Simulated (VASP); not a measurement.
The system is Au.

```
Au
1.0
     0.00000    2.03500    2.03500
     2.03500    0.00000    2.03500
     2.03500    2.03500    0.00000
Au
1
Direct
  0.00000 0.00000 0.00000
```

Base run:

| Item | Value |
| --- | --- |
| Program | VASP 6.6.1 |
| Functional | PW91 |
| Potentials or basis | VASP PAW PBE potentials, release 64 (Au) |
| Cutoff | 520 eV |
| k mesh | 11 × 11 × 11 |
| Occupations | fermi-dirac, width 0.05 eV |
| Spin | no spin polarisation |

Its results: pressure 11.9 GPa.

Q: After a change of settings the same cell gave: pressure 14.6 GPa. Which change was it?
A. functional from PW91 to PBE; occupations from fermi-dirac, width 0.05 eV to gaussian, width 0.011 eV
B. functional from PW91 to RPBE; further incar settings from ALGO = Normal; EDIFF = 1e-06 to ALGO = Fast; EDIFF = 1e-07
C. functional from PW91 to AM05; further incar settings from ALGO = Normal; EDIFF = 1e-06 to ALGO = Fast; EDIFF = 1e-06; NBANDS = 12
D. functional from PW91 to revPBE; further incar settings from ALGO = Normal; EDIFF = 1e-06 to ALGO = Fast; EDIFF = 1e-06

A: B.

Caveats: the PAW data sets were made with another functional, which shifts forces and pressure a little.
